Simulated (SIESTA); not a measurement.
The system is Pb.

```xyz
1
Lattice="0.0000 2.4750 2.4750 2.4750 0.0000 2.4750 2.4750 2.4750 0.0000" Properties=species:S:1:pos:R:3 pbc="T T T"
Pb    0.0000    0.0000    0.0000
```

Base run:

```yaml
Program: SIESTA 5.4.2
Functional: PBE
Potentials_or_basis: PseudoDojo 0.4 standard (PBE files)
Basis: DZP (energy shift 0.003 Ry; two zetas on semicore shells)
Grid_cutoff: 500 Ry
Energy_shift: 0.003 Ry
k_mesh: 9 × 9 × 9
Occupations: fermi-dirac, width 0.05 eV
Spin: no spin polarisation
```

Its results: band gap on the k mesh none (metal or under the smearing width); pressure 2.8 GPa.

Problem. After a change of settings the same cell gave: band gap on the k mesh none (metal or under the smearing width); pressure 0.1 GPa. Which change was it?
A. functional from PBE to LDA; potentials or basis from PseudoDojo 0.4 standard (PBE files) to PseudoDojo 0.4 standard (LDA files)
B. functional from PBE to vdW-DF
C. functional from PBE to vdW-DF-C09
D. functional from PBE to vdW-DF2

Solution. C.

Caveats: the basis of atomic orbitals isn't converged, which shifts pressures, moduli and gaps; the potentials were made for another functional, which shifts forces and pressure (some runs).
